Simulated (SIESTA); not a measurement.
SnO:

```
Sn O
1.0
     3.81370    0.00000    0.00000
     0.00000    3.81370    0.00000
     0.00000    0.00000    4.88691
Sn O
2 2
Direct
  0.50000 0.00000 0.76463
  0.00000 0.50000 0.23537
  0.00000 0.00000 0.00000
  0.50000 0.50000 0.00000
```

The cell is a database's computed one.

Base run:

* Program: SIESTA 5.4.2
* Functional: PBE
* Potentials or basis: PseudoDojo 0.4 standard (PBE files)
* Basis: DZP (energy shift 0.003 Ry; two zetas on semicore shells)
* Grid cutoff: 800 Ry
* Energy shift: 0.003 Ry
* k mesh: 7 × 7 × 6
* Occupations: fermi-dirac, width 0.05 eV
* Spin: no spin polarisation

Its results: band gap on the k mesh 0.37 eV, indirect (least direct gap 1.96 eV); pressure 6.7 GPa; largest force 0.946 eV/Å.

Question: The run is repeated on the same cell with these changes: functional from PBE to BLYP. What comes out?

Answer: Band gap on the k mesh 0.58 eV, indirect (least direct gap 2.12 eV); pressure 11.6 GPa; largest force 1.180 eV/Å.

BLYP binds less tightly than PBE, so the same cell stands under more pressure.

Caveats: spin-orbit coupling is left out, which moves the levels of the heavy elements; the mesh misses the band edges, which the band path finds closer together; the basis of atomic orbitals isn't converged, which shifts pressures, moduli and gaps; the potentials were made for another functional, which shifts forces and pressure (some runs).
